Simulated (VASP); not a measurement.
Runs of VASP 6.6.1 on NaH. It takes space group Fm-3m (No. 225, cubic). The conventional cell has a = 4.832 Å, b = 4.832 Å, c = 4.832 Å, α = 90.00°, β = 90.00°, γ = 90.00°. Na (site symmetry m-3m) has 6 H at 2.42 Å as nearest neighbours. Around H (site symmetry m-3m) lie 6 Na at 2.42 Å. 

```tsv
task	level	potentials or basis	cell	k mesh	cutoff (eV)	gap on the mesh (eV)	pressure (GPa)	relaxed volume (Å³/atom)
single point	PBE	VASP PAW PBE potentials, release 64 (Na_pv, H)	Fm-3m, 14.1 Å³/atom	8 × 8 × 8	520	3.76	0.0	-
relaxation of cell and atoms	PBE	VASP PAW PBE potentials, release 64 (Na_pv, H)	relaxed	8 × 8 × 8	600	3.76	0.0	14.12
relaxation of cell and atoms	LDA	VASP PAW LDA potentials, release 64 (Na_pv, H)	relaxed	8 × 8 × 8	600	(b)	0.0	12.91
single point	LDA	VASP PAW LDA potentials, release 64 (Na_pv, H)	Fm-3m, 12.88 Å³/atom	8 × 8 × 8	520	3.55	0.0	-
single point	PBE	VASP PAW PBE potentials, release 64 (Na_pv, H)	Fm-3m, 13.78 Å³/atom	10 × 10 × 10	520	3.82	(a)	-
```

Alike in all rows: no spin polarisation; smearing fermi-dirac 0.02 eV.

Problem. Fill in the values left out.

Solution. (a) 0.5; (b) 3.54.

A k mesh can miss the band edges.
